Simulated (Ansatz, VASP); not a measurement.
**Al2Cu: VASP beside Ansatz**

Contents of INCAR:

```
PREC = Accurate
ENCUT = 600
EDIFF = 1E-7
ISMEAR = 0
SIGMA = 0.1
LREAL = False
LASPH = True
NELM = 100
ALGO = Normal
ISIF = 3
LWAVE = False
LCHARG = False
GGA = PE
IBRION = 2
NSW = 100
EDIFFG = -0.005
```

Contents of KPOINTS:

```
regular mesh
0
Gamma
  14 14 14
```

File POSCAR:

```
Al2Cu
1.0
   -2.0303375000      2.0303375000      2.8510940000
    2.0303375000     -2.0303375000      2.8510940000
    2.0303375000      2.0303375000     -2.8510940000
Al Cu
2 1
Direct
    0.7500000000      0.2500000000      0.5000000000
    0.2500000000      0.7500000000      0.5000000000
    0.5000000000      0.5000000000      0.0000000000
```

Input for Ansatz:

```yaml
crystal:
  lattice:
    - [-2.0303375, 2.0303375, 2.851094]
    - [2.0303375, -2.0303375, 2.851094]
    - [2.0303375, 2.0303375, -2.851094]
  atoms:
    - { symbol: Al, position: [0.75, 0.25, 0.5] }
    - { symbol: Al, position: [0.25, 0.75, 0.5] }
    - { symbol: Cu, position: [0.5, 0.5, 0.0] }
basis:
  ecutwfc: 420
kpoints:
  mp_grid: { grid: [14, 14, 14] }
hamiltonian:
  xc: pbe
scf:
  occupations: { method: gaussian, width: 0.1 }
output:
  forces: true
  stress: true
  eigenvalues: true
relax:
  adjacent_minimum: "off"
  f_tol: 0.005
  max_steps: 80
  cell: { stress_tol: 0.05 }
```

The cell comes from a database or a generator and needn't be the stable form of this composition.

Alike in both runs: task relaxation of cell and atoms; functional PBE; k mesh 14 × 14 × 14; occupations gaussian, width 0.1 eV; no spin polarisation.

|  | VASP | Ansatz |
| --- | --- | --- |
| version | VASP 6.6.1 | Ansatz 0.2.0 |
| potentials or method | VASP PAW PBE potentials, release 64 (Al, Cu) | scalar-relativistic, plane waves, PAW |
| plane-wave cutoff (eV) | 600 | 420 |
| valence electrons in the cell | 17 | 25 |

VASP gave:

- gap on the k mesh at the Fermi level, each at its own relaxed structure (eV): none
- relaxed volume (Å³/atom): 16.14
- relaxed cell length with the largest relative difference (Å): 4.091
- energy change over the relaxation (meV/atom): -5

What did Ansatz give for the same quantities?

gap on the k mesh at the Fermi level, each at its own relaxed structure (eV): none; relaxed volume (Å³/atom): 16.12; relaxed cell length with the largest relative difference (Å): 4.089; energy change over the relaxation (meV/atom): -4.

A gap of «none» marks a metal or a gap that the smearing closes. The two sets of potentials don't hold the same shells in valence.
